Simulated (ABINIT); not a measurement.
The system is Co.

```
Co
1.0
     2.47200    0.00000    0.00000
    -1.23600    2.14081    0.00000
     0.00000    0.00000    4.02114
Co
2
Direct
  0.66667 0.33333 0.75000
  0.33333 0.66667 0.25000
```

Base run:

* Program: ABINIT 10.8.3 (patched build)
* Functional: PBEsol
* Potentials or basis: JTH PAW PBE v2.0
* Cutoff: 707 eV
* k mesh: 10 × 10 × 6
* Occupations: fermi-dirac, width 0.05 eV
* Spin: collinear spin, ferromagnetic start
* Starting moments: [2.0, 2.0] μB

Its results: band gap on the k mesh none (metal or under the smearing width); pressure -4.0 GPa; net moment 3.29 μB per cell; site moments Co +1.71 μB.

**Question.** The run is repeated on the same cell with these changes: k mesh from 10 × 10 × 6 to 5 × 5 × 3. What comes out?

**Answer.** Band gap on the k mesh none (metal or under the smearing width); pressure -2.7 GPa; net moment 3.48 μB per cell; site moments Co +1.78 μB.

Caveats: some runs use coarse meshes; the PAW data sets were made with another functional, which shifts forces and pressure a little.

Not every run made on this cell is shown here.
